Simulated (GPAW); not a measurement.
Runs of GPAW 26.7.0 on Al2Pt. The structure is cubic, space group Fm-3m (No. 225). The conventional cell has a = 5.910 Å, b = 5.910 Å, c = 5.910 Å, α = 90.00°, β = 90.00°, γ = 90.00°. Around Pt (site symmetry m-3m) lie 8 Al at 2.56 Å. Around Al (site symmetry -43m) lie 4 Pt at 2.56 Å. 

```csv
level,gap on the mesh (eV),pressure (GPa),relaxed volume (Å³/atom)
PBEsol+D3(BJ)+ATM,none,0.1,16.75
PBEsol+D4,none,0.1,16.87
PBEsol+D3,none,0.1,16.68
PBEsol,none,0.0,(a)
PBEsol+D3(BJ),none,0.1,(b)
```

Alike in all rows: task relaxation of cell and atoms; potentials or basis PAW data sets generated in the run's folder for this functional, pw; no spin polarisation; cell relaxed; k mesh 8 × 8 × 8; cutoff (eV) 600; smearing fermi-dirac 0.05 eV.

Q: Fill in the values left out.

A: (a) 17.14; (b) 16.67.

Caveats: later steps reuse the first step's grids; pairwise dispersion overbinds metals, which lowers pressure and volume (some runs).

A k mesh can miss the band edges, and the runs leave out spin-orbit coupling on Pt.

A gap of «none» marks a metal or a gap under the smearing width.
